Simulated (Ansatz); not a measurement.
**Two-dimensional strain map in NaCl**

Level of theory: DFT PBEsol, scalar-relativistic, plane waves, PAW in Ansatz. Cutoff 420 eV, Γ-centred 6×6×6 k-points, Gaussian smearing of 0.05 eV. No spin polarisation. Energies are free energies at this smearing, counted from the undisturbed cell; pressure is positive in compression.

The undisturbed cell (as given, not relaxed at this level; it stands at -1.2 GPa; this CsCl-type form isn't the usual structure):

```
Na Cl
1.0
     3.50219    0.00000    0.00000
     0.00000    3.50219    0.00000
     0.00000    0.00000    3.50219
Na Cl
1 1
Direct
  0.00000 0.00000 0.00000
  0.50000 0.50000 0.50000
```

The cell is strained by p along both x and y and by q along z, fractional coordinates fixed. Points are written (p, q).

Energy above the undisturbed cell in meV/atom (a dash: not computed):

| p \ q | -0.080 | -0.040 | 0.000 | 0.040 | 0.080 |
| --- | --- | --- | --- | --- | --- |
| -0.080 | 86.5 | 57.4 | 51.0 | 62.3 | 88.1 |
| -0.040 | 31.2 | 7.0 | 4.0 | 17.4 | 44.0 |
| 0.000 | 23.8 | 1.8 | 0.0 | 13.6 | 39.5 |
| 0.040 | 50.9 | 29.1 | 26.8 | 39.2 | 63.2 |
| 0.080 | 102.8 | 79.8 | 75.7 | 85.9 | 107.2 |

Pressure in GPa:

```
 p \ q  -0.080  -0.040  0.000  0.040  0.080
-0.080     9.4     6.8    4.7    3.2    1.9
-0.040     4.5     2.6    1.1    0.0   -0.9
 0.000     1.3    -0.1   -1.2   -2.0   -2.6
 0.040    -0.7    -1.9   -2.7   -3.2   -3.6
 0.080    -2.0    -2.9   -3.5   -3.9   -4.2
```

Gap on the k-mesh in eV:

```csv
p \ q,-0.080,-0.040,0.000,0.040,0.080
-0.080,4.82,4.46,4.06,3.64,3.22
-0.040,4.18,4.27,3.99,3.68,3.36
0.000,3.60,3.77,3.84,3.62,3.38
0.040,3.07,3.30,3.44,3.51,3.33
0.080,2.60,2.88,3.07,3.19,3.24
```